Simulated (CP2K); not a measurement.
Crystal: Al2Pt.

```
CELL_PARAMETERS angstrom
4.17900 0.00000 0.00000
2.08950 3.61912 0.00000
2.08950 1.20637 3.41214
ATOMIC_POSITIONS crystal
Pt 0.00000 0.00000 0.00000
Al 0.75000 0.75000 0.75000
Al 0.25000 0.25000 0.25000
```

Base run:

```yaml
Program: CP2K 2026.2
Functional: PBE
Potentials_or_basis: POTENTIAL_UZH Pt GTH-PBE-q18, Al GTH-PBE-q3; TZVP-MOLOPT-PBE-GTH basis
Density_cutoff: 6123 eV
k_mesh: 8 × 8 × 8
Occupations: fermi-dirac, width 0.05 eV
Spin: no spin polarisation
```

Its results: band gap on the k mesh none (metal or under the smearing width); pressure 2.3 GPa.

Q: After a change of settings the same cell gave: band gap on the k mesh none (metal or under the smearing width); pressure 0.4 GPa. Which change was it?
A. occupations from fermi-dirac, width 0.05 eV to fermi-dirac, width 0.1 eV; eps_default from 1.0E-10 to 1.0E-9
B. eps_default from 1.0E-10 to 1.0E-9
C. functional from PBE to PBEsol; ngrids from 5 to 4
D. ngrids from 5 to 4

A: C.

Caveats: the basis of atomic orbitals isn't converged, which shifts pressures, moduli and gaps; the potentials were made for another functional, which shifts forces and pressure (some runs).

Not every run made on this cell is shown here.
